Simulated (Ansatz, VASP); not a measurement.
## Two plane-wave programs on C

```
C
1.0
     9.00000    0.00000    0.00000
     0.00000    9.30000    0.00000
     0.00000    0.00000    2.56493
C
2
Direct
  0.50000 0.50000 0.98262
  0.50000 0.50000 0.48238
```

Alike in both runs: functional PBE; k mesh 1 × 1 × 23; occupations gaussian, width 0.05 eV; collinear spin.

Ansatz relaxed the structure, and its values are those at the end. VASP's run is a single point on that final structure, the one shown.

|  | VASP | Ansatz |
| --- | --- | --- |
| version | VASP 6.6.1 | Ansatz 0.2.0 |
| potentials or method | VASP PAW PBE potentials, release 64 (C) | scalar-relativistic, plane waves, PAW |
| plane-wave cutoff (eV) | 520 | 420 |
| valence electrons in the cell | 8 | 8 |

```csv
,VASP,Ansatz,Ansatz less VASP
gap on the k mesh at the Fermi level (eV),0.91,0.91,0.000
least direct gap on the mesh (eV),0.91,0.91,0.000
rms of the force components (eV/Å),0.005,0.005,-0.0002
net moment per atom (μB),0.00,0.00,0.000
```

Ansatz warned: «seeded_moment_not_kept».
